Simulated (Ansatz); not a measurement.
The calculation used Ansatz, DFT PBE, scalar-relativistic, plane waves, PAW. The final run on the 4-atom cell used 420 eV, a Γ-centred 10×10×16 mesh, 0.10 eV smearing and no spin polarisation.

Energies over the elements count from the elements' standard structures at the same level, with no fitted energy shifts.

Problem. Propose a candidate for an orthorhombic metal made of Al and Sc, with a formation energy near −0.28 eV/atom and about 18 Å³ per atom, in a cell of 4 atoms.

Solution. ScAl3, space group Cmmm (No. 65). Around Sc lie 10 Al at 2.87–2.94 Å and 2 Sc at 3.05 Å; Al on a site of symmetry mmm is surrounded by 2 Sc at 2.87 Å and 10 Al at 2.94–3.05 Å; Al on a site of symmetry 2/m has 8 Al at 2.87–3.05 Å and 4 Sc at 2.94 Å.

```
Sc Al
1.0
     2.86671   -4.14229    0.00000
     2.86671    4.14229    0.00000
     0.00000    0.00000    3.04919
Sc Al
1 3
Direct
  0.50000 0.50000 0.00000
  0.00000 0.00000 0.00000
  0.50000 0.00000 0.50000
  0.00000 0.50000 0.50000
```

The volume per atom is 18.10 Å³. The density is 2.89 g/cm³. The formation energy is −0.28 eV/atom and the gap on the 10×10×16 mesh of the 4-atom cell is 0 eV (a metal).

It was reached by relaxing an invented guess, and it needn't be the stable form of this composition. The answer needn't be unique; the calculation gave this one.

A structure relaxed within its symmetry needn't be a true minimum. Another cell of ScAl3 relaxed alike, in I4/mmm, lies 87 meV/atom lower, so this cell isn't the stable form at this level.
